**Question.** The table lists electron energies in the polar orthorhombic form of hafnium dioxide, from plane-wave density-functional theory with the PBE functional. Points a, b and c say how the phase of an electron wave advances from cell to cell along the three axes; a value of 0.5 reverses its sign at each step. "Level under 1" is the highest filled level at a point and "level over 1" the lowest empty one, with "under 2" and "over 2" next to them. Energies count from the valence top.

Quantum ESPRESSO 7.5 plane-wave DFT with the PBE functional for HfO2 (Pca2_1, 12-atom cell) at fixed geometry, without spin polarisation or spin–orbit coupling. The runs use SSSP 1.3 efficiency potentials, an 816 eV wavefunction cutoff, a 5×6×5 k mesh and Fermi–Dirac smearing of 0.05 eV. Levels are relative to the valence top on this mesh.

```
point a (reciprocal cell vector)  point b (reciprocal cell vector)  point c (reciprocal cell vector)  level under 2 (eV)  level under 1 (eV)  level over 1 (eV)  level over 2 (eV)
                          0.0000                            0.0000                            0.0000              -0.080               0.000              4.994              5.253
                          0.0000                           -0.5000                            0.0000              -0.185              -0.119              4.566              4.945
                          0.0000                           -0.5000                            0.2000              -0.251              -0.167              4.771              4.786
                          0.0000                           -0.5000                            0.4000                   ?                   ?                  ?                  ?
                          0.2000                            0.1667                            0.0000                   ?                   ?                  ?                  ?
                          0.4000                            0.0000                            0.0000              -0.433              -0.363              5.205              5.278
                          0.4000                           -0.5000                            0.0000              -0.448              -0.388              4.701              4.811
```

Predict these four levels at $(0,-0.5,0.4)$ and $(0.2,0.1667,0)$, with an error bar for each. Say which point has the lower first empty level, and whether either point holds a band edge. The gap on the full mesh is 4.48 eV.

**Model answer**

The filled levels near the gap are mainly oxygen 2p and the empty ones mainly hafnium 5d, as is standard for this oxide. An electron that can hop between neighbouring cells gains or loses energy according to the phase between them. For hops to the nearest cell this gives a cosine of the phase. The simplest model adds one cosine for each axis:

$$E = E_0 + f_a\,\Delta_a + f_b\,\Delta_b + f_c\,\Delta_c .$$

Here $E_0$ is the level at the zone centre $(0,0,0)$. Each $\Delta$ is the change along one axis between two known rows, and each $f$ is the fraction of that change which the cosine has reached at the new point. The row $(0.4,-0.5,0)$ sets none of the $\Delta$ and so tests whether the changes add. The model misses its four levels by 0.08 to 0.16 eV.

The point $(0.2,0.1667,0)$ lies between known points. Its fractions are $f_a=(1-\cos 72^\circ)/(1-\cos 144^\circ)=0.38$ and $f_b=(1-\cos 60^\circ)/2=0.25$. The first empty level follows as

$$4.994+0.38\,(5.205-4.994)+0.25\,(4.566-4.994)=4.97\ \text{eV}.$$

The same steps give 5.19 eV for the second empty level, and −0.17 and −0.24 eV for the filled ones. I allow ±0.15 eV on each.

The point $(0,-0.5,0.4)$ is harder, because the model must reach from $c=0.2$ to $c=0.4$, where the change has grown 2.6-fold. Followed column by column, the first empty level would end at 5.10 eV and the second at 4.53 eV. That order is impossible, since the columns are sorted by energy. The two levels nearly coincide at $c=0.2$, and beyond a crossing a column no longer follows the same band.

The limit $c=0.5$ offers a firmer hold. The computed forces show that c is the polar axis: within each set of equivalent atoms they are equal along c and cancel along a and b. In the space group of this crystal, $Pca2_1$, a half turn about the polar axis with a shift of half a cell along it leaves the crystal unchanged. Done twice, it shifts the wave by one full cell, which at $c=0.5$ multiplies it by −1. Combined with time reversal, such an operation forces levels without spin–orbit coupling into pairs of equal energy.

A chain of identical atoms, described with a cell of two atoms, shows the same effect: its two branches meet at the zone edge. With one orbital per atom and hops only between neighbours, the chain's branches close steadily towards that edge. Hafnium dioxide has many d bands, and only the meeting itself carries over safely.

A mirror operation with a half-cell shift along a forces the same pairing at $a=0.5$ when $c=0$. If the shift ran along b instead, the levels at $(0,-0.5,0)$ would be paired, and the table shows that they are not. The two known rows at $a=0.4$ are therefore as close to a pairing face as the point sought. Their empty pairs are split by 0.07 and 0.11 eV, against 0.26 and 0.38 eV at $a=0$ with the same b. I take the average splitting of these two rows and use the cosine model only for the centre of each pair.

This gives empty levels at 4.77 and 4.86 eV, each ±0.20 eV, split by less than 0.2 eV. The filled levels come at −0.27 and −0.33 eV, each ±0.15 eV. The error bars are judgements, guided by the test row and the long step in c. A branch that went on falling after the near-crossing would put the first empty level lower, but the energies alone cannot settle this, so I keep the model's value.

Of the two points, $(0,-0.5,0.4)$ should have the lower first empty level. I expect neither to hold a band edge.

**Computed values**

The withheld rows as computed:

```
point a (reciprocal cell vector)  point b (reciprocal cell vector)  point c (reciprocal cell vector)  level under 2 (eV)  level under 1 (eV)  level over 1 (eV)  level over 2 (eV)
                          0.0000                           -0.5000                            0.4000              -0.362              -0.311              4.557              4.712
                          0.2000                            0.1667                            0.0000              -0.317              -0.198              5.045              5.162
```

**Remarks on the reasoning**

Seven of the eight levels fall within their ranges, and the three qualitative forecasts hold: the order of the two points, the small splitting and the absence of a band edge. The filled levels are met within 0.08 eV. That is a modest success, because the highest filled level varies by only 0.39 eV over the known rows. The printed output after this text sets each forecast beside its computed value.

The failure is the first empty level at $(0,-0.5,0.4)$. It lies at 4.557 eV, which is 0.21 eV below the forecast and just outside the range. The model expected the centre of the empty pair to keep rising with c, but it rises slightly and then drops. A single cosine cannot turn round in this way between $c=0$ and $c=0.5$.

The splitting shows where the chain misleads. Instead of closing steadily, the empty pair opens from 0.015 eV at $c=0.2$ to 0.155 eV at $c=0.4$. Symmetry fixes only that the pair meets at the face, not how steeply its members approach it.

One possible reading is that the second empty level at $c=0$ belongs to a band that falls, crosses the other and becomes the lowest. Its column-by-column continuation, rejected above because of the order, ends within 0.03 eV of the computed first level. The second level would then come either from the first band, turned back down, or from another band that has come down. This is hindsight, and symmetry labels for the states along the line would test it.

One regularity survives the miss. The four rows at $b=-0.5$ have lower first empty levels than the other three, so among these rows the phase along b matters most for the first empty level. The mesh minimum itself lies at a point not listed here. For someone estimating a gap, the zone centre alone would give 4.99 eV, about 0.5 eV above the mesh value. Even the mesh value is no measured gap, since PBE makes oxide gaps too small. Spin–orbit coupling, left out here although hafnium is heavy, could also alter the close splittings.

Output of the analysis:

```
growth factor of the cosine step from c of 0.2 to c of 0.4: 2.618
column-by-column first empty level at (0, -0.5, 0.4) in eV: 5.103
column-by-column second empty level at (0, -0.5, 0.4) in eV: 4.529
predicted centre of the empty pair at (0, -0.5, 0.4) in eV: 4.816
predicted centre of the filled pair at (0, -0.5, 0.4) in eV: -0.3012
empty-pair splitting taken from the rows at a of 0.4 in eV: 0.0915
filled-pair splitting taken from the rows at a of 0.4 in eV: 0.065
error bar for empty levels at (0, -0.5, 0.4) in eV: 0.2
error bar for all other forecasts in eV: 0.15
Empty levels in eV, miss is prediction less computed:
  row  first predicted  first computed  first miss  second predicted  second computed  second miss
  0.0            4.994           4.994           0             5.253            5.253            0
  0.0            4.566           4.566           0             4.945            4.945            0
  0.0            4.771           4.771           0             4.786            4.786            0
  0.0             4.77           4.557       0.213             4.861            4.712       0.1495
  0.2            4.968           5.045    -0.07744             5.186            5.162      0.02352
  0.4            5.205           5.205           0             5.278            5.278            0
  0.4            4.777           4.701       0.076              4.97            4.811        0.159
Filled levels in eV, miss is prediction less computed:
  row  top predicted  top computed  top miss  next predicted  next computed  next miss
  0.0              0             0         0           -0.08          -0.08          0
  0.0         -0.119        -0.119         0          -0.185         -0.185          0
  0.0         -0.167        -0.167         0          -0.251         -0.251          0
  0.0        -0.2687        -0.311   0.04227         -0.3337         -0.362    0.02827
  0.2        -0.1684        -0.198   0.02959         -0.2411         -0.317    0.07591
  0.4         -0.363        -0.363         0          -0.433         -0.433          0
  0.4         -0.482        -0.388    -0.094          -0.538         -0.448      -0.09
Computed pairs and gaps in eV:
  row  empty splitting  filled splitting  empty centre  filled centre  direct gap  above mesh minimum
  0.0            0.259              0.08         5.123          -0.04       4.994               0.514
  0.0            0.379             0.066         4.755         -0.152       4.685               0.086
  0.0            0.015             0.084         4.778         -0.209       4.938               0.291
  0.0            0.155             0.051         4.635        -0.3365       4.868               0.077
  0.2            0.117             0.119         5.104        -0.2575       5.243               0.565
  0.4            0.073              0.07         5.242         -0.398       5.568               0.725
  0.4             0.11              0.06         4.756         -0.418       5.089               0.221
```
